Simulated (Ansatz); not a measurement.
# Te2Mo (P6_3/mmc) in Ansatz: settings compared

Aim: see how the results for Te2Mo move with the level of theory and the settings. Levels: exchange-only PBE, revPBE, PBE. Tasks: relaxation of cell and atoms, single point.

Everything below comes from runs of Ansatz 0.2.0. Logs are shortened: lines on timing, memory, paths and dates and some standing lists are left out, and cuts for length are marked.

### 1 The structure

Symmetry: P6_3/mmc, No. 194, hexagonal system. The conventional cell has a = 3.518 Å, b = 3.518 Å, c = 13.974 Å, α = 90.00°, β = 90.00°, γ = 120.00°. Te (site symmetry 3m) is surrounded by 3 Mo at 2.72 Å. Mo (site symmetry -6m2) has 6 Te at 2.72 Å as nearest neighbours.

### 2 Relaxation of cell and atoms, exchange-only PBE

Contents of input.yaml:

```yaml
crystal:
  lattice:
    - [3.5182, 0.0, 0.0]
    - [-1.7591, 3.0468505756, 0.0]
    - [0.0, 0.0, 13.9736]
  atoms:
    - { symbol: Te, position: [0.6666666667, 0.3333333333, 0.379] }
    - { symbol: Te, position: [0.3333333333, 0.6666666667, 0.879] }
    - { symbol: Te, position: [0.6666666667, 0.3333333333, 0.121] }
    - { symbol: Te, position: [0.3333333333, 0.6666666667, 0.621] }
    - { symbol: Mo, position: [0.6666666667, 0.3333333333, 0.75] }
    - { symbol: Mo, position: [0.3333333333, 0.6666666667, 0.25] }
hamiltonian:
  xc: { exchange: pbe, correlation: none }
  pseudopotentials: { kind: paw }
kpoints:
  mp_grid: { grid: [9, 9, 2] }
scf:
  occupations: { method: fermi_dirac, width: 0.05 }
output:
  forces: true
  stress: true
  write_density: true
  write_potential: true
  elf: true
  volumetric_format: npy
relax:
  f_tol: 0.01
  max_steps: 40
  cell: { stress_tol: 0.05 }
```

Potentials or basis: Ansatz PAW.

Command:

```
$ ansatz run input.yaml --threads 2 --pin off --max-ram 5120MiB --backend cpu --events-out ev --progress --plain --runs-dir out
```

The log of the run:

```text
Warning: RAYON_NUM_THREADS=2 ignored (pool sized by the plan → 2); use --threads N
Engine: ansatz 0.2.0, aarch64-unknown-linux-gnu
Pseudopotentials: kind: paw
Pseudopotential: Te, paw, valence charge 16, recommended cutoff 420 eV (normal), Te.paw.azcp
Pseudopotential: Mo, paw, valence charge 14, recommended cutoff 420 eV (normal), Mo.paw.azcp
Functional definition: unnamed
  exchange = pbe_x
  correlation = 0
Crystal: 6 atoms, lattice volume = 149.789 Å³
Basis set: ecut = 420 eV, 2909 PW (Γ), exchange–correlation on 48×48×192 points (8 copies of the dense FFT grid, shifted against one another)
Bands: 56, of which v1, the nominal top of the filled ones, is band 46 counted from 1 (45 counted from 0)
Symmetry: 24 space group operations
Space group: P63/mmc (ITA 194), of the structure as read, at distance tolerance 5.3e-5 Å
k-points: 24 of 162
Non-local potential: Te, projectors of the file, l = 0: 2, l = 1: 2, l = 2: 2, l = 3: 2
Non-local potential: Mo, projectors of the file, l = 0: 3, l = 1: 2, l = 2: 2, l = 3: 1
PAW form: soft (Blöchl's): semilocal exchange-correlation on the pseudo side does not see the compensation charge
PAW frozen core: Te, regenerated for the run's functional, and the local potential with it (the file was generated under x = pbe(κ = 0.804, μ = 0.2195149727645171), c = pbe(β = 0.06672455060314922))
PAW frozen core: Mo, regenerated for the run's functional, and the local potential with it (the file was generated under x = pbe(κ = 0.804, μ = 0.2195149727645171), c = pbe(β = 0.06672455060314922))
PAW one-centre angular grid: Te, 590 points (default); XC on 64 Gauss nodes
PAW one-centre angular grid: Mo, 590 points (default); XC on 64 Gauss nodes
Initial density: superposition of atomic densities (neutral atoms: chi_scale 0, normalization atom), corrected by the library's trained network
Initial wavefunctions: pseudopotential atomic-orbital guess
Functional: x = pbe(κ = 0.804, μ = 0.2195149727645171), c = none
SCF iter   1: F=—  HF=-37405.756844 eV  |F-HF|=—  |Δ(HF+E_count)|=         —  Δρ=8.03e-3  dr2=2.02e-1  ethr=1.77e-3  ⟨swp⟩=7.8  Hψ=5310  notcnv=0
preconditioner: auto → Resta (q_TF=auto, 2.515 Å⁻¹)  ε∞=6.9  [insulator: Δε(μ)=0.822 eV  Ē_g=7.499 eV  σ=0.050 eV  W_gap=1.00  n_scr=52 (ndim 8)  ℏωp=18.2 eV  f_vac=0.021  D(μ)=0.00/eV (n_scr^D=0)  ε∞_Penn≈6.9]
SCF iter   2: F=—  HF=-37405.748586 eV  |F-HF|=—  |Δ(HF+E_count)|=   8.26e-3  Δρ=4.68e-3  dr2=3.57e-2  ethr=2.20e-4  ⟨swp⟩=2.7  Hψ=1814  notcnv=0  defer=46
SCF iter   3: F=—  HF=-37405.747724 eV  |F-HF|=—  |Δ(HF+E_count)|=   8.62e-4  Δρ=2.55e-3  dr2=1.29e-2  ethr=3.88e-5  ⟨swp⟩=2.1  Hψ=1745  notcnv=0  defer=46
SCF iter   4: F=—  HF=-37405.749193 eV  |F-HF|=—  |Δ(HF+E_count)|=   1.47e-3  Δρ=7.17e-4  dr2=7.55e-4  ethr=1.40e-5  ⟨swp⟩=2.0  Hψ=1588  notcnv=0  defer=46
SCF iter   5: F=—  HF=-37405.749536 eV  |F-HF|=—  |Δ(HF+E_count)|=   3.43e-4  Δρ=1.33e-4  dr2=2.81e-5  ethr=8.21e-7  ⟨swp⟩=2.0  Hψ=1730  notcnv=0  defer=46
SCF iter   6: F=—  HF=-37405.749584 eV  |F-HF|=—  |Δ(HF+E_count)|=   4.86e-5  Δρ=2.73e-5  dr2=1.02e-6  ethr=3.05e-8  ⟨swp⟩=2.0  Hψ=1730  notcnv=0  defer=46
SCF iter   7: F=—  HF=-37405.749586 eV  |F-HF|=—  |Δ(HF+E_count)|=   1.48e-6  Δρ=8.61e-6  dr2=1.03e-7  ethr=1.09e-10  ⟨swp⟩=9.8  Hψ=9270  notcnv=0
SCF iter   8: F=-37405.749586 eV  HF=-37405.749586 eV  |F-HF|=7.87e-9  |Δ(HF+E_count)|=   8.89e-8  Δρ=2.02e-6  dr2=9.66e-9  ethr=1.09e-10  ⟨swp⟩=8.8  Hψ=7761  notcnv=0
SCF 1 converged in 8 iterations: F = -37405.749586 eV  dr2 = 9.66e-9
relax step   1: F+E_penalty+E_count = -37405.74958598 eV  Δ(F+E_penalty+E_count) = +0.000e0 eV  max|allowed force component| = 1.066e0 eV/Å  Δτ_max = 0.0000 Å  P = +16.902 GPa  Ω = 149.789 Å³  (8 SCF iters, dr2 threshold 1.00e-7 eV, accepted)
[... 257 lines left out ...]
WARN: The input density's exchange-correlation potential varies sharply where the density is thin. Do not read a vacuum level from v_tot or v_xc, or from such a field of the output density. On a cell that repeats whose density bears no net charge and no dipole along the vacuum's axis use v_es (v_loc + v_h of the components); under efield.dipole_correction with no amplitude use v_es + v_field, which holds any external_charges[].barrier, or the levels of the report's work_function block, which leave it out; under a non-zero efield.amplitude the vacuum is tilted and has no level; on a cell that repeats and bears such a dipole with no correction it is tilted too, and efield.dipole_correction with no amplitude gives each side of its ramp a level where efield: is served; in a cell that repeats whose density bears a net charge (total_charge, or a fill off its count) it is curved and has none; of a slab under crystal.periodic whose density bears no net charge use v_es, which has a level on each side, short of where the two are joined; of another it falls or rises all the way out and has none; of a slab beside external_charges read slab_vacuum_level instead, which it has where they leave it neutral. The grid or the basis barely resolves most such structure, and the values can differ between equally converged runs; as a rule a tighter scf.convergence.dr2_threshold does not remove it. Where the density itself ripples (under the LDA too) a higher basis.ecutwfc lessens it. The files hold the spikes' plane waves up to the density's cutoff. Files: v_tot and the like, and their columns of v_z.tsv (output.write_potential); v_xc and the like, and their columns of v_comp_z.tsv (output.write_potential_components); where files of the output density stand in their place, no point of their own thin density is over the threshold below, and this is of outcome.potential() and, of a run that writes arrays (npy), the arrays of these names. Measured: with its Gaussian average of σ = 0.25 Å subtracted twice, the exchange-correlation potential is over 0.1 eV at 615 of the grid points where the equally averaged density (valence and model cores) is under 1e-3 e/Å³, and 6.43 eV at the most among them, at an averaged density of 7.8e-4 e/Å³. See output.write_potential in the manual, Limitations
SCF converged after 10 iterations
Free energy (F): -37407.611333 eV
Harris-Foulkes:  -37407.611333 eV  (|F-HF|=4.37e-11)
Internal energy: -37407.611241 eV  (E = F + TS)
E sigma→0 (E₀):  -37407.611287 eV
Entropy (-TS):   -0.000091 eV (-0.015 meV/atom)
Fermi energy:    6.999565 eV
--- Per-component energies (eV) ---
  E_band       = -1633.984913
  E_kinetic    = 1591.922144
  E_local      = -16539.847401  (includes V_loc(G=0)·N_el)
  E_nonlocal   = -977.849592
  E_hartree    = 8405.839409
  E_xc         = -779.369108
  E_vxc        = -783.039473  (∫ρ·V_xc dr)
  E_paw        = -24704.323506  (= ΣΔE_a)
  E_vpaw       = -1736.848708  (= ΣTr[D̂ρ^β])
  E_aug_tail   = -0.000691  (compensation charges beyond the density's cutoff)
  E_ewald      = -4404.826396
  E_core_change = 0.843901  (= ΣΔE_core)
  E_smearing   = -0.000091  (= −TS)
  E_closure    = 0.000000  (closes the sum)
  Σ components = -37407.611333   (vs F -37407.611333, Δ=0.00e0)
--- Forces (eV/Å), atoms counted from 1 ---
  atom   1  Te     0.00000000    -0.00000000    -0.00400491
  atom   2  Te     0.00000000     0.00000000    -0.00400491
  atom   3  Te     0.00000000    -0.00000000     0.00400491
  atom   4  Te     0.00000000     0.00000000     0.00400491
  atom   5  Mo    -0.00000000    -0.00000000    -0.00000000
  atom   6  Mo    -0.00000000     0.00000000     0.00000000
  max |Σ_I F_I| component: 4.63e-18 eV/Å
--- Stress (GPa, compression-positive) ---
        0.024761      -0.000000      -0.000000
        0.000000       0.024761      -0.000000
       -0.000000      -0.000000      -0.007114
  P = ⅓ Tr σ = 0.0141 GPa (0.141 kbar)
--- Band table (eV; the first three rows and the last of 24) ---
  k-point 0: bands = ["-54.1749", "-54.1749", "-29.4498", "-29.4498", "-29.4498", "-29.4498", "-29.4424", "-29.4424", "-29.4424", "-29.4424", "-29.3978", "-29.3978", "-29.3978", "-29.3978", "-29.3896", "-29.3896", "-29.3896", "-29.3896", "-29.3770", "-29.3769", "-29.3700", "-29.3700", "-28.2243", "-28.2243", "-28.2243", "-28.2243", "-28.2186", "-28.2186", "-5.0400", "-5.0386", "-4.2499", "-4.2475", "2.4751", "2.5101", "5.0512", "5.0512", "5.0513", "5.0513", "5.3394", "5.5177", "5.7185", "5.7185", "5.7186", "5.7186", "6.5285", "6.6116", "8.9804", "8.9804", "8.9810", "8.9810", "9.1572", "9.1572", "9.1584", "9.1584", "10.0759", "10.8619"]
  k-point 1: bands = ["-54.1749", "-54.1749", "-29.4498", "-29.4498", "-29.4498", "-29.4498", "-29.4424", "-29.4424", "-29.4424", "-29.4424", "-29.3978", "-29.3978", "-29.3978", "-29.3978", "-29.3896", "-29.3896", "-29.3896", "-29.3896", "-29.3770", "-29.3770", "-29.3700", "-29.3700", "-28.2243", "-28.2243", "-28.2243", "-28.2243", "-28.2186", "-28.2186", "-5.0393", "-5.0393", "-4.2487", "-4.2487", "2.4924", "2.4924", "5.0513", "5.0513", "5.0513", "5.0513", "5.4244", "5.4244", "5.7185", "5.7185", "5.7185", "5.7185", "6.5742", "6.5742", "8.9807", "8.9807", "8.9807", "8.9807", "9.1578", "9.1578", "9.1578", "9.1578", "10.3653", "10.3653"]
  k-point 2: bands = ["-54.1746", "-54.1746", "-29.4489", "-29.4489", "-29.4486", "-29.4486", "-29.4433", "-29.4433", "-29.4415", "-29.4415", "-29.3984", "-29.3984", "-29.3978", "-29.3978", "-29.3912", "-29.3912", "-29.3897", "-29.3897", "-29.3766", "-29.3766", "-29.3695", "-29.3695", "-28.2311", "-28.2311", "-28.2254", "-28.2254", "-28.2150", "-28.2150", "-4.9225", "-4.9212", "-4.1698", "-4.1676", "2.6180", "2.6524", "4.7450", "4.7453", "5.0101", "5.0846", "5.1473", "5.1474", "5.5476", "5.5478", "5.8960", "5.9860", "6.4809", "6.5387", "8.5546", "8.5615", "8.5899", "8.6507", "8.9225", "8.9241", "9.1095", "9.1110", "10.4415", "11.0604"]
  k-point 23: bands = ["-54.1720", "-54.1720", "-29.4495", "-29.4495", "-29.4403", "-29.4403", "-29.4378", "-29.4378", "-29.4376", "-29.4376", "-29.4084", "-29.4084", "-29.4008", "-29.4008", "-29.3927", "-29.3927", "-29.3917", "-29.3917", "-29.3744", "-29.3744", "-29.3652", "-29.3652", "-28.2741", "-28.2741", "-28.2505", "-28.2505", "-28.1849", "-28.1849", "-3.6050", "-3.6050", "-3.2926", "-3.2926", "3.0401", "3.0401", "3.0521", "3.0521", "3.6307", "3.6307", "3.9954", "3.9954", "4.3262", "4.3262", "5.2168", "5.2168", "6.6254", "6.6254", "7.3484", "7.3484", "8.5486", "8.5486", "8.5713", "8.5713", "9.7473", "9.7473", "11.4980", "11.4980"]
--- Relaxed structure (16 steps of the walk, 15 accepted, 3 SCFs on fresh bases) ---
  F+E_penalty+E_count = -37407.61133260 eV   max|allowed force component| = 4.005e-3 eV/Å   (the final SCF, on the basis selected at the relaxed cell)
  cell:  # Å, volume = 250.7768 Å³
    - [3.810799703738005, -1.1074014896334664e-33, 0.0]
    - [-1.9053998518690025, 3.3002493521713245, 0.0]
    - [0.0, 0.0, 19.93996818141938]
  atoms:
    - { symbol: Te, position: [0.6666666666666665, 0.33333333333333326, 0.3416550823407412] }
    - { symbol: Te, position: [0.33333333333333326, 0.6666666666666665, 0.8416550823407414] }
    - { symbol: Te, position: [0.6666666666666665, 0.33333333333333326, 0.15834491765925873] }
    - { symbol: Te, position: [0.33333333333333326, 0.6666666666666665, 0.6583449176592585] }
    - { symbol: Mo, position: [0.6666666666666665, 0.33333333333333326, 0.75] }
    - { symbol: Mo, position: [0.33333333333333326, 0.6666666666666665, 0.25] }
```

Wall time 2.3 min (2 threads of Arm Neoverse V1, shared host); peak memory 0.69 GiB.

Results:

```
Free energy                            : -37407.6113 eV
Relaxed volume                         : 41.80 Å³/atom
Relaxed cell                           : a = 3.811 Å, b = 3.811 Å, c = 19.940 Å, α = 90.00°, β = 90.00°, γ = 120.00°
Space group after relaxing (to 0.05 Å) : P6_3/mmc (No. 194)
Energy gained by relaxing              : 310.3 meV/atom
Ionic steps                            : 18
Pressure after relaxing                : 0.0 GPa
Largest force after relaxing           : 0.004 eV/Å
Band gap on the k mesh                 : 0.72 eV, direct
```

Forces on the atoms (eV/Å):
```
Te   0.000  0.000 -0.004
Te   0.000  0.000 -0.004
Te   0.000  0.000  0.004
Te   0.000  0.000  0.004
Mo   0.000  0.000  0.000
Mo   0.000  0.000  0.000
```

The path:
```
step  energy change (eV)  largest force (eV/Å)  volume (Å³)
   1              0.0000                1.0658       149.79
   2             -1.1557                0.9035       171.31
   3             -1.5663                0.5152       189.96
   4             -1.7075                0.0613       195.77
   5             -1.7450                0.0233       203.56
   6             -1.7457                0.0030       205.06
   7             -1.7919                0.0037       205.06
   8             -1.8143                0.0194       210.58
   9             -1.8376                0.0275       219.44
  10             -1.8477                0.0102       228.18
  11             -1.8479                0.0007       232.51
  12             -1.8482                0.0061       231.27
  13             -1.8553                0.0060       231.27
  14             -1.8581                0.0003       237.80
  15             -1.8592                0.0206       246.08
  16             -1.8591                0.0044       249.38
  17             -1.8589                0.0038       250.78
  18             -1.8617                0.0040       250.78
```

Final structure:
```
Te Mo
1.0
     3.81080    0.00000    0.00000
    -1.90540    3.30025    0.00000
     0.00000    0.00000   19.93997
Te Mo
4 2
Cartesian
  1.9054 1.1001 6.8126
  0.0000 2.2002 16.7826
  1.9054 1.1001 3.1574
  0.0000 2.2002 13.1274
  1.9054 1.1001 14.9550
  0.0000 2.2002 4.9850
```

Caveat: the volume moved by over 15 % at a fixed basis, so the end points are rough; odd divisions of the mesh miss points on the zone boundary, where band edges often lie, so the gap on the mesh can be too wide; the plane-wave basis is chosen anew once the cell has moved, so the energies of steps on either side of that aren't comparable; spin-orbit coupling is left out, which moves the levels of the heavy elements; the volume moved by +67 % from the deposited cell, more than functionals usually miss; the PAW data sets come from PBE, with cores solved anew for the run's functional, which leaves a small shift of forces and pressure. Zero-point motion and thermal expansion aren't in these numbers.

### 3 Relaxation of cell and atoms, revPBE

input.yaml: that of step 2 with these lines changed.

```diff
@@ -13,3 +13,3 @@
 hamiltonian:
-  xc: { exchange: pbe, correlation: none }
+  xc: revpbe
   pseudopotentials: { kind: paw }
@@ -22,6 +22,2 @@
   stress: true
-  write_density: true
-  write_potential: true
-  elf: true
-  volumetric_format: npy
 relax:
```

Potentials or basis: Ansatz PAW.

Command:

```
$ ansatz run input.yaml --threads 2 --pin off --max-ram 5120MiB --backend cpu --events-out ev --progress --plain --runs-dir out
```

Wall time 2.1 min (2 threads of Arm Neoverse V1, shared host); peak memory 0.62 GiB.

It converged, with:

```yaml
Free_energy: -37868.7837 eV
Relaxed_volume: 36.58 Å³/atom
Relaxed_cell: a = 3.581 Å, b = 3.581 Å, c = 19.764 Å, α = 90.00°, β = 90.00°, γ = 120.00°
Space_group_after_relaxing_to_0.05_Å: P6_3/mmc (No. 194)
Energy_gained_by_relaxing: 49.7 meV/atom
Ionic_steps: 21
Pressure_after_relaxing: 0.0 GPa
Band_gap_on_the_k_mesh: 1.03 eV
```

Forces in eV/Å, atoms in the order of the input:
```
Te   0.000  0.000 -0.003
Te   0.000  0.000 -0.003
Te   0.000  0.000  0.003
Te   0.000  0.000  0.003
Mo   0.000  0.000  0.000
Mo   0.000  0.000  0.000
```

Step by step:
| step | energy change (eV) | largest force (eV/Å) | volume (Å³) |
| --- | --- | --- | --- |
| 1 | 0.0000 | 0.2345 | 149.79 |
| 2 | -0.0699 | 0.4003 | 170.95 |
| 3 | -0.1866 | 0.0425 | 168.15 |
| 4 | -0.2130 | 0.0534 | 170.80 |
| 5 | -0.2265 | 0.0795 | 175.92 |
| 6 | -0.2304 | 0.0120 | 179.55 |
| 7 | -0.2307 | 0.0026 | 179.60 |
| 8 | -0.2502 | 0.0024 | 179.60 |
| 9 | -0.2623 | 0.0119 | 184.06 |
| 10 | -0.2754 | 0.0899 | 191.82 |
| 11 | -0.2837 | 0.0026 | 199.40 |
| 12 | -0.2832 | 0.0386 | 202.74 |
| 13 | -0.2838 | 0.0007 | 201.64 |
| 14 | -0.2907 | 0.0005 | 201.64 |
| 15 | -0.2933 | 0.0017 | 206.50 |
| 16 | -0.2948 | 0.0522 | 214.17 |
| 17 | -0.2951 | 0.0300 | 217.97 |
| 18 | -0.2947 | 0.0104 | 220.68 |
| 19 | -0.2950 | 0.0007 | 219.95 |
| 20 | -0.2951 | 0.0023 | 219.50 |
| 21 | -0.2981 | 0.0026 | 219.50 |

Final structure:
```
Te Mo
1.0
     3.58109    0.00000    0.00000
    -1.79054    3.10131    0.00000
     0.00000    0.00000   19.76397
Te Mo
4 2
Cartesian
  1.7905 1.0338 6.7490
  0.0000 2.0675 16.6310
  1.7905 1.0338 3.1330
  0.0000 2.0675 13.0150
  1.7905 1.0338 14.8230
  0.0000 2.0675 4.9410
```

Caveat: the volume moved by over 15 % at a fixed basis, so the end points are rough; odd divisions of the mesh miss points on the zone boundary, where band edges often lie, so the gap on the mesh can be too wide; the plane-wave basis is chosen anew once the cell has moved, so the energies of steps on either side of that aren't comparable; spin-orbit coupling is left out, which moves the levels of the heavy elements; this functional lacks dispersion, which binds the layers, so the pressure and a relaxed spacing across them are unreliable, and here the layers came unbound; the volume moved by +47 % from the deposited cell, more than functionals usually miss; the PAW data sets come from PBE, with cores solved anew for the run's functional, which leaves a small shift of forces and pressure. Zero-point motion and thermal expansion aren't in these numbers.

(Part 1 of 2 ends here.)
